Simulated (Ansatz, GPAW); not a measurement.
# MgI$_{2}$ with PBE in single-zeta orbitals from a Python script

These are simulated results from GPAW 26.7.0, not measurements. The cell was built from a prototype and was relaxed with r2SCAN in plane waves (Ansatz 0.2.0). Not every such cell is a known phase. All runs are without spin polarisation.

It is cubic, Fm-3m (No. 225); a = 7.511 Å in the conventional setting, 35.32 Å³ an atom. Mg is surrounded by 8 I at 3.25 Å; I is surrounded by 4 Mg at 3.25 Å.

The basis is minimal: single zeta, one radial function for each shell that the log's basis lists. It describes the filled bands fairly and the empty ones poorly.

run.py reads:

```python
import json
from ase import Atoms
from gpaw import GPAW, PW, FermiDirac

atoms = Atoms(['Mg', 'I', 'I'],
              cell=[[0.0, 3.755721, 3.755721], [3.755721, -0.0, 3.755721], [3.755721, 3.755721, 0.0]],
              scaled_positions=[[-0.0, 0.0, 0.0], [0.25, 0.25, 0.25], [0.75, 0.75, 0.75]],
              pbc=True)
calc = GPAW(mode='lcao', basis='sz(dzp)', h=0.2, xc='PBE', kpts={'size': (4, 4, 4), 'gamma': True},
            occupations=FermiDirac(0.02), maxiter=100, legacy_gpaw=True, txt='gpaw.txt')
atoms.calc = calc
res = {'energy': atoms.get_potential_energy(force_consistent=True)}
res['electrons'] = calc.get_number_of_electrons()
res['k'] = calc.get_ibz_k_points().tolist()
res['levels'] = [calc.get_eigenvalues(kpt=i).tolist() for i in range(len(res['k']))]
points = [[0.0, 0.0, 0.0], [0.5, 0.0, 0.5], [0.625, 0.25, 0.625], [0.375, 0.375, 0.75], [0.5, 0.5, 0.5], [0.5, 0.25, 0.75], [0.0, 0.5, 0.5]]
bands = calc.fixed_density(kpts=points, symmetry='off', txt='bands.txt')
res['points'] = [bands.get_eigenvalues(kpt=i).tolist() for i in range(len(points))]
json.dump(res, open('results.json', 'w'))
print('free energy (eV):', round(res['energy'], 5))
```

Command: `python run.py`. It took 3.9 s on 1 thread of Arm Neoverse V1, with other jobs on the host, peak memory 0.15 GiB.

The log gpaw.txt, trimmed of paths, versions and times, then the last line on the terminal. An iter line gives the energy in eV and the logarithms of the changes of orbitals (plane waves alone) and density (c: converged):

```
___ ___ ___ _ _ _
 |   |   |_  | | | |

 | | | | | . | | | |

 |__ |  _|___|_____|  26.7.0
 |___|_|

Input parameters:
  basis: sz(dzp)
  h: 0.2
  kpts: {gamma: True,
         size: (4, 4, 4)}
  maxiter: 100
  mode: lcao
  occupations: {fixmagmom: False,
                name: fermi-dirac,
                width: 0.02}
  xc: PBE

System changes: positions, numbers, cell, pbc, initial_charges, initial_magmoms

Initialize ...

species:
  Mg:
    name:    Magnesium
    Z:       12.0
    valence: 10
    core:    2
    charge:  0.0  # [|e|]
    compensation charges:
      type: gauss
      rc: 0.33  # [Å]
      lmax: 2
    cutoffs:
      filter: 1.86  # [Å]
      core: 0.54  # [Å]
    projectors
    | kind |    occ | energy [eV] | rcut [Å] |

    |------|--------|-------------|----------|

    |   2s |  2.000 |     -79.840 |    1.090 |

    |   3s |  2.000 |      -4.705 |    1.090 |

    |   2p |  6.000 |     -46.613 |    1.085 |

    |   3p |  0.000 |      -1.330 |    1.085 |

    |    d |        |       0.000 |    1.037 |

    LCAO basis set for Mg:
      Name: sz(dzp)
      Number of radial functions: 4
      Number of spherical harmonics: 8
        l=0, rc=2.7969 Bohr: 2s-sz confined orbital
        l=0, rc=9.2344 Bohr: 3s-sz confined orbital
        l=1, rc=3.1406 Bohr: 2p-sz confined orbital
        l=1, rc=12.7188 Bohr: 3p-sz confined orbital
      Number of RI-basis functions 0

  I:
    name:    Iodine
    Z:       53.0
    valence: 7
    core:    46
    charge:  0.0  # [|e|]
    compensation charges:
      type: gauss
      rc: 0.37  # [Å]
      lmax: 2
    cutoffs:
      filter: 2.06  # [Å]
      core: 2.90  # [Å]
    projectors
    | kind |    occ | energy [eV] | rcut [Å] |

    |------|--------|-------------|----------|

    |   5s |  2.000 |     -17.382 |    1.164 |

    |   5p |  5.000 |      -7.088 |    1.164 |

    |    s |        |       9.829 |    1.164 |

    |    p |        |      20.123 |    1.164 |

    |    d |        |       0.000 |    1.164 |

    LCAO basis set for I:
      Name: sz(dzp)
      Number of radial functions: 2
      Number of spherical harmonics: 4
        l=0, rc=5.8750 Bohr: 5s-sz confined orbital
        l=1, rc=7.5156 Bohr: 5p-sz confined orbital
      Number of RI-basis functions 0

Reference energy: -392531.236221  # eV

Spin-paired calculation

Convergence criteria:
 Maximum [total energy] change in last 3 cyles: 0.0005 eV / valence electron
 Maximum integral of absolute [dens]ity change: 0.0001 electrons / valence electron
 Maximum integral of absolute [eigenst]ate change: 4e-08 eV^2 / valence electron
 Maximum number of scf [iter]ations: 100
 (Square brackets indicate name in SCF output, whereas a 'c' in
 the SCF output indicates the quantity has converged.)

Symmetries present (total): 48

  ( 1  0  0)  ( 1  0  0)  ( 1  0  0)  ( 1  0  0)  ( 1  0 -1)  ( 1  0 -1)
  ( 1  0 -1)  ( 1 -1  0)  ( 0  1  0)  ( 0  0  1)  ( 1  0  0)  ( 1 -1  0)
  ( 1 -1  0)  ( 1  0 -1)  ( 0  0  1)  ( 0  1  0)  ( 1 -1  0)  ( 1  0  0)

  ( 1  0 -1)  ( 1  0 -1)  ( 1 -1  0)  ( 1 -1  0)  ( 1 -1  0)  ( 1 -1  0)
  ( 0  1 -1)  ( 0  0 -1)  ( 1  0  0)  ( 1  0 -1)  ( 0 -1  1)  ( 0 -1  0)
  ( 0  0 -1)  ( 0  1 -1)  ( 1  0 -1)  ( 1  0  0)  ( 0 -1  0)  ( 0 -1  1)

  ( 0  1  0)  ( 0  1  0)  ( 0  1  0)  ( 0  1  0)  ( 0  1 -1)  ( 0  1 -1)
  ( 1  0  0)  ( 0  1 -1)  ( 0  0  1)  (-1  1  0)  ( 1  0 -1)  ( 0  1  0)
  ( 0  0  1)  (-1  1  0)  ( 1  0  0)  ( 0  1 -1)  ( 0  0 -1)  (-1  1  0)

  ( 0  1 -1)  ( 0  1 -1)  ( 0  0  1)  ( 0  0  1)  ( 0  0  1)  ( 0  0  1)
  ( 0  0 -1)  (-1  1  0)  ( 1  0  0)  ( 0  1  0)  ( 0 -1  1)  (-1  0  1)
  ( 1  0 -1)  ( 0  1  0)  ( 0  1  0)  ( 1  0  0)  (-1  0  1)  ( 0 -1  1)

  ( 0  0 -1)  ( 0  0 -1)  ( 0  0 -1)  ( 0  0 -1)  ( 0 -1  1)  ( 0 -1  1)
  ( 1  0 -1)  ( 0  1 -1)  ( 0 -1  0)  (-1  0  0)  ( 1 -1  0)  ( 0  0  1)
  ( 0  1 -1)  ( 1  0 -1)  (-1  0  0)  ( 0 -1  0)  ( 0 -1  0)  (-1  0  1)

  ( 0 -1  1)  ( 0 -1  1)  ( 0 -1  0)  ( 0 -1  0)  ( 0 -1  0)  ( 0 -1  0)
  ( 0 -1  0)  (-1  0  1)  ( 1 -1  0)  ( 0  0 -1)  ( 0 -1  1)  (-1  0  0)
  ( 1 -1  0)  ( 0  0  1)  ( 0 -1  1)  (-1  0  0)  ( 1 -1  0)  ( 0  0 -1)

  (-1  1  0)  (-1  1  0)  (-1  1  0)  (-1  1  0)  (-1  0  1)  (-1  0  1)
  ( 0  1  0)  ( 0  1 -1)  (-1  0  1)  (-1  0  0)  ( 0  0  1)  ( 0 -1  1)
  ( 0  1 -1)  ( 0  1  0)  (-1  0  0)  (-1  0  1)  ( 0 -1  1)  ( 0  0  1)

  (-1  0  1)  (-1  0  1)  (-1  0  0)  (-1  0  0)  (-1  0  0)  (-1  0  0)
  (-1  1  0)  (-1  0  0)  ( 0  0 -1)  ( 0 -1  0)  (-1  1  0)  (-1  0  1)
  (-1  0  0)  (-1  1  0)  ( 0 -1  0)  ( 0  0 -1)  (-1  0  1)  (-1  1  0)

64 k-points: 4 x 4 x 4 Monkhorst-Pack grid + [1/8,1/8,1/8]
8 k-points in the irreducible part of the Brillouin zone
       k-points in crystal coordinates                weights
   0:     0.00000000    0.00000000    0.00000000          1/64
   1:     0.25000000    0.25000000    0.00000000          6/64
   2:     0.25000000    0.25000000    0.25000000          8/64
   3:     0.50000000    0.25000000   -0.25000000          6/64
   4:     0.50000000    0.25000000    0.25000000         12/64
   5:     0.50000000    0.50000000    0.00000000          3/64
   6:     0.50000000    0.50000000    0.25000000         24/64
   7:     0.50000000    0.50000000    0.50000000          4/64

Wave functions: LCAO
  Diagonalizer: Serial LAPACK
  Atomic Correction: dense with blas
  Data-type: complex

Occupation numbers: Fermi-Dirac:
  width: 0.0200  # eV

Eigensolver
   LCAO using direct dense diagonalizer

Densities:
  Coarse grid: 20*20*20 grid
  Fine grid: 40*40*40 grid
  Total Charge: 0.000000

Density mixing:
  Method: separate
  Backend: msr1
  Linear mixing parameter: 0.05
  old densities: 10
  Width of damping distribution: 1.1
  Damping of long wavelength oscillations: 20

Hamiltonian:
  XC and Coulomb potentials evaluated on a 40*40*40 grid
  Using the PBE Exchange-Correlation functional
  Interpolation: tri-quintic (5. degree polynomial)
  Poisson solver: FastPoissonSolver using
    Stencil: 12*3+1=37 point O(h^6) finite-difference Laplacian
    FFT axes: [np.int64(0), np.int64(1), np.int64(2)]
    FST axes: []

XC parameters: PBE with 2 nearest neighbor stencil

Memory estimate:
  Process memory now: 112.23 MiB
  Calculator: 14.29 MiB
    Density: 9.11 MiB
      Arrays: 1.59 MiB
      Localized functions: 6.30 MiB
      Mixer: 1.22 MiB
    Hamiltonian: 1.50 MiB
      Arrays: 1.04 MiB
      XC: 0.00 MiB
      Poisson: 0.00 MiB
      vbar: 0.46 MiB
    Wavefunctions: 3.68 MiB
      C [qnM]: 0.03 MiB
      S, T [2 x qmm]: 0.06 MiB
      P [aqMi]: 0.00 MiB
      BasisFunctions: 3.59 MiB
      Eigensolver: 0.00 MiB

Total number of cores used: 1

Number of atoms: 3
Number of atomic orbitals: 16
Number of bands in calculation: 16
Number of valence electrons: 24
Bands to converge: occupied
Positions:
   0 Mg     0.000000    0.000000    0.000000    ( 0.0000,  0.0000,  0.0000)
   1 I      1.877860    1.877860    1.877860    ( 0.0000,  0.0000,  0.0000)
   2 I      5.633582    5.633582    5.633582    ( 0.0000,  0.0000,  0.0000)

Unit cell:
           periodic     x           y           z      points  spacing
  1. axis:    yes    0.000000    3.755721    3.755721    20     0.2168
  2. axis:    yes    3.755721   -0.000000    3.755721    20     0.2168
  3. axis:    yes    3.755721    3.755721    0.000000    20     0.2168

  Lengths:   5.311392   5.311392   5.311392
  Angles:   60.000000  60.000000  60.000000

Effective grid spacing dv^(1/3) = 0.2366

iter:   1    -5.353534        c
iter:   2    -5.305000        c -1.29
iter:   3    -5.046525        c -1.33
iter:   4    -5.044531        c -2.05
iter:   5    -5.043780c       c -2.32
iter:   6    -5.043774c       c -3.59
iter:   7    -5.043773c       c -4.37c

Converged after 7 iterations.

Energy contributions relative to reference atoms: (reference = -392531.236221)

Kinetic:        +34.785653
Potential:      -30.349042
External:        +0.000000
XC:              -9.510150
Entropy (-ST):   -0.000006
Local:           +0.029769
SIC:             +0.000000
--------------------------
Free energy:     -5.043776
Extrapolated:    -5.043773

Showing only first 2 kpts
 Kpt  Band  Eigenvalues  Occupancy
  0    10      2.47556    2.00000
  0    11      2.47754    2.00000
  0    12      3.93695    0.00113
  0    13      7.16913    0.00000

  1    10      2.84397    2.00000
  1    11      2.84530    2.00000
  1    12      5.28668    0.00000
  1    13      7.25316    0.00000

Fermi level: 3.78735

Gap: 0.321 eV
Transition (v -> c):
  (s=0, k=5, n=11, [0.50, 0.50, 0.00]) -> (s=0, k=0, n=12, [0.00, 0.00, 0.00])
Direct/indirect transitions are different
Direct gap: 1.459 eV
Transition at: (s=0, k=0, n=11, [0.00, 0.00, 0.00])

free energy (eV): -5.04378
```

The gap in the log is over the mesh alone; results.json adds the listed points. PBE in single-zeta orbitals gives a gap of 0.32 eV. On the same cell, plane-wave PBE (Ansatz, 6×6×6 k points and the special points) gives a gap of 0.61 eV and r2SCAN a gap of 1.34 eV; on shared hosts these took about 3.3 and 8.3 core-seconds on the 3-atom cell, against 3.9 for the script. Spin-orbit coupling, left out in all these runs, can cut or reorder the gap by tenths of an eV, up to about 1 eV with Pb or Bi.

No spin-orbit coupling is included; it can move band edges with weight on the heavy atoms by tenths of an eV.
